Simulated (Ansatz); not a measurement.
Wanted: the native input for an Ansatz 0.2.0 run.

| Property | Result |
| --- | --- |
| Task | band structure |
| Functional | PBEsol |
| Potentials or basis | Ansatz PAW |
| Cutoff | 420 eV (not typed: the program's choice for these potentials) |
| k mesh | 6 × 6 × 6 |
| Occupations | fermi-dirac, width 0.05 eV |
| Spin | no spin polarisation |
| Path | [["G", "X", "L", "T", "W", "R", "X1", "Z", "G", "Y", "S", "W"], ["L1", "Y"], ["Y1", "Z"]] |
| Points for each segment of the path | 10 |

Crystal: SnO2.

```
Sn O
1.0
    -3.24890    3.41447    3.41402
     3.24890   -3.41447    3.41402
     3.24890    3.41447   -3.41402
Sn O
4 8
Direct
  0.50000 0.00000 0.00000
  0.50000 0.50000 0.50000
  0.00360 0.75360 0.25000
  0.99640 0.24640 0.75000
  0.80650 0.80377 0.49728
  0.80650 0.30922 0.00272
  0.30244 0.24594 0.05649
  0.68944 0.24594 0.44350
  0.31056 0.75406 0.55649
  0.19350 0.69078 0.99728
  0.69756 0.75406 0.94351
  0.19350 0.19623 0.50272
```

The cell is a database's computed one.

One way to write it, as run:

input.yaml

```yaml
crystal:
  lattice:
    - [-3.248897, 3.41447, 3.414021]
    - [3.248897, -3.41447, 3.414021]
    - [3.248897, 3.41447, -3.414021]
  atoms:
    - { symbol: Sn, position: [0.5, 0.0, 0.0] }
    - { symbol: Sn, position: [0.5, 0.5, 0.5] }
    - { symbol: Sn, position: [0.003599, 0.753599, 0.25] }
    - { symbol: Sn, position: [0.996401, 0.246401, 0.75] }
    - { symbol: O, position: [0.806496, 0.803774, 0.497278] }
    - { symbol: O, position: [0.806496, 0.309218, 0.002722] }
    - { symbol: O, position: [0.302435, 0.24594, 0.056495] }
    - { symbol: O, position: [0.689445, 0.24594, 0.443505] }
    - { symbol: O, position: [0.310555, 0.75406, 0.556495] }
    - { symbol: O, position: [0.193504, 0.690782, 0.997278] }
    - { symbol: O, position: [0.697565, 0.75406, 0.943505] }
    - { symbol: O, position: [0.193504, 0.196226, 0.502722] }
hamiltonian:
  xc: pbesol
  pseudopotentials: { kind: paw }
kpoints:
  mp_grid: { grid: [6, 6, 6] }
  band_path:
    path:
      - [[0.0, 0.0, 0.0], [0.4763420746, -0.4763420746, -0.4763420746], [0.4762763294, -0.4764078199, -0.4762763294], [0.0, -0.5, 0.0], [-0.25, -0.25, -0.25], [0.0, 0.0, -0.5], [-0.4763420746, 0.4763420746, -0.5236579254], [-0.5, 0.5, -0.5], [0.0, 0.0, 0.0], [-0.4999342547, -0.4999342547, 0.4999342547], [-0.5, 0.0, 0.0], [-0.25, -0.25, -0.25]]
      - [[-0.4762763294, -0.5235921801, 0.4762763294], [-0.4999342547, -0.4999342547, 0.4999342547]]
      - [[-0.5000657453, 0.4999342547, -0.4999342547], [-0.5, 0.5, -0.5]]
    npoints: 10
scf:
  occupations: { method: fermi_dirac, width: 0.05 }
  n_extra_bands: 30
output:
  forces: true
  stress: true
  eigenvalues: true
  fatbands: true
```

Potentials or basis: Ansatz PAW.

The run is started by

```bash
$ ansatz run input.yaml --threads 4 --pin off --max-ram 11264MiB --backend cpu --events-out ev --progress --plain --runs-dir out
```

Results of the run:

The pressure is -6.6 GPa. The largest force is 0.098 eV/Å. The band gap on the k mesh is 0.53 eV. The band gap along the path is 0.53 eV.

Caveat: the pressure holds a Pulay correction of +0.9 GPa for the finite cutoff; spin-orbit coupling is left out, which moves the levels of the heavy elements; the PAW data sets come from PBE, with cores solved anew for the run's functional, which leaves a small shift of forces and pressure.

It took 38 s on 4 threads of Arm Neoverse V1, on a shared host, peak memory 1.1 GiB.
